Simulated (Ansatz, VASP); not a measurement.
One calculation of MgO (dsol), two programs

INCAR

```
SYSTEM = MgO
PREC = Accurate
ENCUT = 600
EDIFF = 1E-7
ISMEAR = 0
SIGMA = 0.02
LREAL = .FALSE.
LASPH = .TRUE.
NELM = 80
ALGO = Normal
ISIF = 3
LWAVE = .FALSE.
LCHARG = .FALSE.
GGA = PS
IBRION = 2
NSW = 100
EDIFFG = -0.002
```

KPOINTS

```
Automatic mesh
0
G
  8 8 8
  0 0 0
```

POSCAR

```
MgO
1.0
    0.0000000000      2.1245000000      2.1245000000
    2.1245000000      0.0000000000      2.1245000000
    2.1245000000      2.1245000000      0.0000000000
Mg O
1 1
Direct
    0.0000000000      0.0000000000      0.0000000000
    0.5000000000      0.5000000000      0.5000000000
```

Input for Ansatz:

```yaml
crystal:
  lattice:
    - [0.0, 2.1245, 2.1245]
    - [2.1245, 0.0, 2.1245]
    - [2.1245, 2.1245, 0.0]
  atoms:
    - { symbol: Mg, position: [0.0, 0.0, 0.0] }
    - { symbol: O, position: [0.5, 0.5, 0.5] }
basis:
  ecutwfc: 420
kpoints:
  mp_grid: { grid: [8, 8, 8] }
hamiltonian:
  xc: pbesol
  pseudopotentials: { kind: paw, azcp: { folder: soft_1 } }
scf:
  occupations: { method: gaussian, width: 0.02 }
output:
  forces: true
  stress: true
  eigenvalues: true
  write_density: true
  write_potential: true
  elf: true
  volumetric_format: npy
relax:
  adjacent_minimum: "off"
  f_tol: 0.002
  max_steps: 80
  cell: { stress_tol: 0.02 }
```

Alike in both runs: task relaxation of cell and atoms; functional PBEsol; k mesh 8 × 8 × 8; occupations gaussian, width 0.02 eV; no spin polarisation.

|  | VASP | Ansatz |
| --- | --- | --- |
| version | VASP 6.6.1 | Ansatz 0.2.0 |
| potentials or method | VASP PAW PBE potentials, release 64 (Mg, O) | scalar-relativistic, plane waves, PAW |
| plane-wave cutoff (eV) | 600 | 420 |
| valence electrons in the cell | 8 | 16 |

|  | VASP | Ansatz | Ansatz less VASP |
| --- | --- | --- | --- |
| gap on the k mesh at the Fermi level, each at its own relaxed structure (eV) | 4.67 | 4.62 | -0.046 |
| relaxed volume (Å³/atom) | 9.31 | 9.36 | +0.048 |
| relaxed cell length with the largest relative difference (Å) | 2.975 | 2.980 | +0.0051 |
| energy change over the relaxation (meV/atom) | -4 | -3 | +1.3 |

The two sets of potentials don't hold the same shells in valence. Ansatz warned: «pseudo_functional_mismatch».

Caveats: the PAW data sets were made with another functional, which shifts forces and pressure a little (VASP). As with any semilocal functional, this PBEsol gap is likely too small.
